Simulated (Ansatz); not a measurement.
Ansatz input

```yaml
crystal:
  lattice:
    - [4.6095708725, 0.0, 0.0]
    - [-2.3047854363, 3.9920054762, 0.0]
    - [0.0, 0.0, 15.0636022889]
  atoms:
    - { symbol: Ba, position: [0.0, 1.0, 1.0] }
    - { symbol: Ba, position: [0.0, 1.0, 0.5] }
    - { symbol: Ba, position: [0.3333333333, 0.6666666667, 0.25] }
    - { symbol: Ba, position: [0.6666666667, 0.3333333333, 0.75] }
hamiltonian:
  xc: rpbe
  pseudopotentials:
    kind: paw
    azcp:
      Ba: "pseudopotentials/Ba.paw.azcp"
basis:
  ecutwfc: 420
  fft_grid_basis: typed
kpoints:
  mp_grid: { grid: [11, 11, 3], shift: [0, 0, 0] }
magnetization:
  spin_polarized: false
scf:
  occupations: { method: fermi_dirac, width: 0.1 }
```

Output

```
Engine: ansatz 0.2.0, aarch64-unknown-linux-gnu
Pseudopotentials: kind: paw
Pseudopotential: Ba, paw, valence charge 10, recommended cutoff 420 eV (normal) 
Functional definition: RPBE
  parameter kappa = 0.804
  parameter beta = 0.06672455060314922
  exchange = rpbe_x(kappa = kappa, mu = beta*pi^2/3)
  correlation = pbe_c(beta = beta)
Crystal: 4 atoms, lattice volume = 277.192 Å³
Basis set: ecut = 420 eV, 5481 PW (Γ)
Bands: 24, of which v1, the nominal top of the filled ones, is band 20 counted from 1 (19 counted from 0)
Symmetry: 24 space group operations
Space group: P63/mmc (ITA 194), of the structure as read, at distance tolerance 6.5e-5 Å
k-points: 32 of 363
Non-local potential: Ba, projectors of the file, l = 0: 3, l = 1: 2, l = 2: 2, l = 3: 2
PAW form: soft (Blöchl's): semilocal exchange-correlation on the pseudo side does not see the compensation charge
PAW frozen core: Ba, regenerated for the run's functional, and the local potential with it (the file was generated under x = pbe(κ = 0.804, μ = 0.2195149727645171), c = pbe(β = 0.06672455060314922))
PAW one-centre angular grid: Ba, 194 points (default); XC on 64 Gauss nodes
Initial density: superposition of atomic densities (neutral atoms: chi_scale 0, normalization atom), corrected by the library's trained network
Initial wavefunctions: pseudopotential atomic-orbital guess
Functional: x = rpbe, c = pbe(β = 0.06672455060314922)
SCF iter   1: F=—  HF=-23836.859228 eV  |F-HF|=—  |Δ(HF+E_count)|=         —  Δρ=1.41e-3  dr2=1.07e-2  ethr=1.77e-3  ⟨swp⟩=8.8  Hψ=9118  notcnv=0
automatic band count: the SCF goes on with 28 bands, as 24 were too few: the levels above may hold too much charge
SCF iter   2: F=—  HF=-23836.861965 eV  |F-HF|=—  |Δ(HF+E_count)|=   2.74e-3  Δρ=9.97e-4  dr2=5.57e-3  ethr=2.68e-5  ⟨swp⟩=2.1  Hψ=1666  notcnv=0
SCF iter   3: F=—  HF=-23836.863089 eV  |F-HF|=—  |Δ(HF+E_count)|=   1.12e-3  Δρ=2.91e-4  dr2=5.85e-4  ethr=1.39e-5  ⟨swp⟩=2.2  Hψ=1154  notcnv=0
SCF iter   4: F=—  HF=-23836.863034 eV  |F-HF|=—  |Δ(HF+E_count)|=   5.47e-5  Δρ=1.88e-4  dr2=1.01e-4  ethr=1.46e-6  ⟨swp⟩=1.5  Hψ=995  notcnv=0
SCF iter   5: F=—  HF=-23836.863041 eV  |F-HF|=—  |Δ(HF+E_count)|=   6.49e-6  Δρ=2.45e-5  dr2=6.49e-7  ethr=2.53e-7  ⟨swp⟩=3.0  Hψ=1749  notcnv=0
SCF iter   6: F=—  HF=-23836.863168 eV  |F-HF|=—  |Δ(HF+E_count)|=   1.27e-4  Δρ=6.86e-6  dr2=9.28e-8  ethr=2.50e-10  ⟨swp⟩=3.0  Hψ=2291  notcnv=0
SCF iter   7: F=-23836.863168 eV  HF=-23836.863168 eV  |F-HF|=3.31e-10  |Δ(HF+E_count)|=   6.50e-8  Δρ=1.25e-6  dr2=6.89e-9  ethr=2.32e-10  ⟨swp⟩=1.0  Hψ=2733  notcnv=0
SCF 1 converged in 7 iterations: F = -23836.863168 eV  dr2 = 6.89e-9
SCF converged after 7 iterations
Free energy (F): -23836.863168 eV
Harris-Foulkes:  -23836.863168 eV  (|F-HF|=3.31e-10)
Internal energy: -23836.621856 eV  (E = F + TS)
E sigma→0 (E₀):  -23836.742512 eV
Entropy (-TS):   -0.241312 eV (-60.328 meV/atom)
Fermi energy:    5.299707 eV
--- Per-component energies (eV) ---
  E_band       = -368.637876
  E_kinetic    = 664.253721
  E_local      = -1603.821811  (includes V_loc(G=0)·N_el)
  E_nonlocal   = 225.415827
  E_hartree    = 509.205916
  E_xc         = -666.762989
  E_vxc        = -532.602715  (∫ρ·V_xc dr)
  E_paw        = -20939.645839  (= ΣΔE_a)
  E_vpaw       = -140.292784  (= ΣTr[D̂ρ^β])
  E_aug_tail   = -0.000006  (compensation charges beyond the density's cutoff)
  E_ewald      = -2025.066886
  E_core_change = -0.199789  (= ΣΔE_core)
  E_smearing   = -0.241312  (= −TS)
  E_closure    = -0.000000  (closes the sum)
  Σ components = -23836.863168   (vs F -23836.863168, Δ=0.00e0)
```
